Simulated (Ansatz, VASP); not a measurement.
## One calculation of Ga, two programs

INCAR

```
PREC = Accurate ; ENCUT = 520
EDIFF = 1E-7 ; ISMEAR = -1
SIGMA = 0.05 ; LREAL = F
LASPH = T ; NELM = 100
ALGO = Normal ; ISIF = 2
LWAVE = F ; LCHARG = F
GGA = PE ; NBANDS = 12
```

The input KPOINTS:

```
Automatic mesh
0
Gamma
  14 14 14
```

The input POSCAR:

```
Ga
1.0
    2.2679910421      0.0000000000      0.0000000000
    0.0000000000      2.2679910421      0.0000000000
    0.0000000000      0.0000000000      2.2679910421
Ga
1
Direct
    0.0000000000      0.0000000000      0.0000000000
```

Input for Ansatz:

```yaml
crystal:
  lattice:
    - [2.2679910421, 0.0, 0.0]
    - [0.0, 2.2679910421, 0.0]
    - [0.0, 0.0, 2.2679910421]
  atoms:
    - { symbol: Ga, position: [0.0, 0.0, 0.0] }
kpoints:
  mp_grid: { grid: [14, 14, 14] }
scf:
  occupations: { method: fermi_dirac, width: 0.05 }
hamiltonian:
  xc: pbe
  pseudopotentials: { kind: all_electron, lapw: { basis_error: 0.001 } }
output:
  forces: true
  stress: true
  eigenvalues: true
  populations: true
```

Change from the starting cell: volume scaled by 0.58, LAPW.

Alike in both runs: task single point; functional PBE; k mesh 14 × 14 × 14; occupations fermi-dirac, width 0.05 eV; no spin polarisation.

```csv
,VASP,Ansatz
version,VASP 6.6.1,Ansatz 0.2.0
potentials or method,"VASP PAW PBE potentials, release 64 (Ga_d)","all-electron LAPW, scalar-relativistic"
plane-wave cutoff (eV),520,see its input
```

Ansatz gave:

```
pressure (GPa) : 96.6
```

Question: Estimate VASP's values.

Answer: Pressure (GPa): 97.3.

Ansatz ran all-electron here, so the differences hold the error of VASP's frozen core and of both bases.

Caveats: the cell as given lies far from equilibrium; so large a pressure means that the cell lies far from this level's equilibrium, or that cutoff or potentials fall short (VASP).
